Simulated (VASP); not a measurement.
Crystal: GaS.

```
CELL_PARAMETERS angstrom
3.58500 0.00000 0.00000
-1.79250 3.10470 0.00000
0.00000 0.00000 15.50000
ATOMIC_POSITIONS crystal
Ga 0.66667 0.33333 0.83000
Ga 0.33333 0.66667 0.33000
Ga 0.66667 0.33333 0.67000
Ga 0.33333 0.66667 0.17000
S 0.66667 0.33333 0.40000
S 0.33333 0.66667 0.90000
S 0.66667 0.33333 0.10000
S 0.33333 0.66667 0.60000
```

```yaml
Program: VASP 6.6.1
Task: relaxation of cell and atoms
Functional: vdW-DF-cx
Potentials_or_basis: VASP PAW PBE potentials, release 64 (Ga, S)
Cutoff: 580 eV
k_mesh: 9 × 9 × 2
Occupations: gaussian, width 0.1 eV
Spin: no spin polarisation
```

At the start: pressure 1.2 GPa; volume 21.57 Å³/atom.

How do energy, volume and symmetry change on relaxing?

Over 8 steps the energy falls by 3.0 meV/atom and the volume is 21.79 Å³/atom (+1.0 %); space group P6_3/mmc (No. 194, to 0.05 Å).

Step by step:
```csv
step,energy change (eV),largest force (eV/Å),pressure (GPa),volume (Å³)
1,0.0000,0.4316,1.25,172.52
2,-0.0136,0.2588,0.95,172.68
3,-0.0224,0.0307,0.44,172.99
4,-0.0226,0.0279,0.41,173.05
5,-0.0238,0.0192,0.08,173.73
6,-0.0239,0.0190,0.07,173.77
7,-0.0243,0.0117,-0.02,174.23
8,-0.0243,0.0057,-0.01,174.30
```

Final structure:
```
CELL_PARAMETERS angstrom
3.60006 0.00000 0.00000
-1.80003 3.11774 0.00000
0.00000 0.00000 15.52879
ATOMIC_POSITIONS crystal
Ga 0.66667 0.33333 0.82914
Ga 0.33333 0.66667 0.32914
Ga 0.66667 0.33333 0.67086
Ga 0.33333 0.66667 0.17086
S 0.66667 0.33333 0.40058
S 0.33333 0.66667 0.90058
S 0.66667 0.33333 0.09942
S 0.33333 0.66667 0.59942
```

Caveat: the PAW data sets were made with another functional, which shifts forces and pressure a little.
